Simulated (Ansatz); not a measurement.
**MoP: elastic constants**

Aim: the elastic tensor from the stress of slightly strained cells, and the moduli that follow. Runs: cell and atoms relaxed (PAW); reference run (PAW).

Program: Ansatz 0.2.0. Level of theory: DFT r²SCAN, frozen-core PAW, scalar-relativistic unless said. These are calculated values, not measurements.

1 further run of the same task is left out (it didn't finish).

**1. Starting point**

Symmetry: P-6m2, No. 187, hexagonal system. Conventional cell: a = 3.223 Å, b = 3.223 Å, c = 3.191 Å, α = 90.00°, β = 90.00°, γ = 120.00°. Mo (site symmetry -6m2) has 6 P at 2.45 Å as nearest neighbours. Around P (site symmetry -6m2) lie 6 Mo at 2.45 Å.

Structure file:

```xyz
2
Lattice="3.2230 0.0000 0.0000 -1.6115 2.7912 0.0000 0.0000 0.0000 3.1910" Properties=species:S:1:pos:R:3 pbc="T T T"
Mo    0.0000    0.0000    0.0000
P     0.0000    1.8608    1.5955
```

Cartesian axes are those of the input's lattice vectors. The structure goes back to a database entry.

**2. Cell and atoms relaxed, PAW**

input.yaml reads:

```yaml
crystal:
  lattice:
    - [3.223, 0.0, 0.0]
    - [-1.6115, 2.7911998764, 0.0]
    - [0.0, 0.0, 3.191]
  atoms:
    - { symbol: Mo, position: [0.0, 0.0, 0.0] }
    - { symbol: P, position: [0.333333333333, 0.666666666667, 0.5] }
kpoints:
  mp_grid: { grid: [18, 18, 16] }
scf:
  occupations: { method: fermi_dirac, width: 0.08 }
hamiltonian:
  xc: r2scan
  pseudopotentials: { kind: paw }
relax:
  f_tol: 0.002
  max_steps: 80
  cell: {}
output:
  forces: true
  stress: true
```

On the command line:

```bash
> ansatz run input.yaml --threads 1 --pin off --max-ram 2560MiB --backend cpu --events-out ev --progress --plain --runs-dir out
```

**3. Reference run, PAW**

input.yaml reads:

```yaml
crystal:
  lattice:
    - [3.23557228055, 0.0, 0.0]
    - [-1.61778614027, 2.80208779073, 0.0]
    - [0.0, 0.0, 3.18112938563]
  atoms:
    - { symbol: Mo, position: [0.0, 0.0, 0.0] }
    - { symbol: P, position: [0.333333333333, 0.666666666667, 0.5] }
kpoints:
  mp_grid: { grid: [18, 18, 16] }
scf:
  occupations: { method: fermi_dirac, width: 0.08 }
hamiltonian:
  xc: r2scan
  pseudopotentials: { kind: paw }
elastic:
  mode: relaxed_ion
  stencil: two_point
  amplitude: 0.008
```

(Steps that only read results are left out.)

**Question.** What will these runs give? Wanted: C11; C12; C13; C33; C44; bulk, shear and Young's modulus; Debye temperature from sound speeds; universal anisotropy index.

The runs gave:

```
                           quantity              value
                          C11 (PAW)            363 GPa
                          C12 (PAW)            124 GPa
                          C13 (PAW)            153 GPa
                          C33 (PAW)            511 GPa
                          C44 (PAW)            176 GPa
    bulk, shear and Young's modulus  229, 145, 360 GPa
Debye temperature from sound speeds              602 K
         universal anisotropy index               0.22
```

In words: All eigenvalues are positive, so the crystal is mechanically stable; by PAW K = 229 and G = 145 GPa, K/G = 1.57, on the brittle side of Pugh's rough line at 1.75, which was drawn for metals. Young's modulus runs from 298 to 427 GPa with direction. Cautions: frozen-core PAW files fitted under PBE, their cores solved anew for the functional of the run; responses of metals move with mesh and smearing.
